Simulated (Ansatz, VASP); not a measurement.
# One calculation of NaCl, two programs

```
Na Cl
1.0
     2.82135    0.00000    0.00000
     0.00000    2.82135    0.00000
     0.00000    0.00000    2.82135
Na Cl
1 1
Cartesian
  0.0000 0.0000 0.0000
  1.4107 1.4107 1.4107
```

Change from the starting cell: volume scaled by 0.96.

Alike in both runs: task single point; functional PBEsol; k mesh 8 × 8 × 8; occupations fermi-dirac, width 0.02 eV; no spin polarisation.

|  | VASP | Ansatz |
| --- | --- | --- |
| version | VASP 6.6.1 | Ansatz 0.2.0 |
| potentials or method | VASP PAW PBE potentials, release 64 (Na_pv, Cl), cutoff 520 eV | all-electron LAPW, scalar-relativistic |

|  | VASP | Ansatz | Ansatz less VASP |
| --- | --- | --- | --- |
| gap on the k mesh at the Fermi level (eV) | 4.03 | 3.97 | -0.055 |
| pressure (GPa) | 70.9 | 70.1 | -0.80 |

Ansatz ran all-electron here, so the differences hold the error of VASP's frozen core and of both bases.

Caveats: the cell as given lies far from equilibrium; so large a pressure means that the cell lies far from this level's equilibrium, or that cutoff or potentials fall short (VASP); the potentials were made for another functional, which shifts forces and pressure (VASP). A k mesh can miss the band edges.
